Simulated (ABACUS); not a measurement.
Fe:

```xyz
1
Lattice="-1.4430 1.4430 1.4430 1.4430 -1.4430 1.4430 1.4430 1.4430 -1.4430" Properties=species:S:1:pos:R:3 pbc="T T T"
Fe    0.0000    0.0000    0.0000
```

| Quantity | Value |
| --- | --- |
| Program | ABACUS 3.10.1 |
| Task | relaxation of cell and atoms |
| Functional | PBE |
| Potentials or basis | PseudoDojo NC SR 0.4.1 PBE standard |
| Cutoff | 1225 eV |
| Density cutoff | 4898 eV |
| Basis | plane waves |
| k mesh | 9 × 9 × 9 |
| Occupations | fermi-dirac, width 0.05 eV |
| Spin | collinear spin, ferromagnetic start |
| Starting moments | [3.0] μB |

At the start: pressure -3.8 GPa; volume 12.02 Å³/atom.

Problem. Where does the relaxation end?

Solution. Over 3 steps the energy falls by 6.3 meV/atom and the volume is 11.41 Å³/atom (-5.1 %); space group Im-3m (No. 229, to 0.05 Å); moment 2.22 μB per cell.

Step by step:
```tsv
step	energy change (eV)	largest force (eV/Å)	pressure (GPa)	volume (Å³)
1	0.0000	0.0000	-3.79	12.02
2	-0.0062	0.0000	-0.44	11.51
3	-0.0063	0.0000	0.02	11.41
```

Final structure:
```
Fe
1.0
    -1.41817    1.41817    1.41817
     1.41817   -1.41817    1.41817
     1.41817    1.41817   -1.41817
Fe
1
Direct
  0.00000 0.00000 0.00000
```
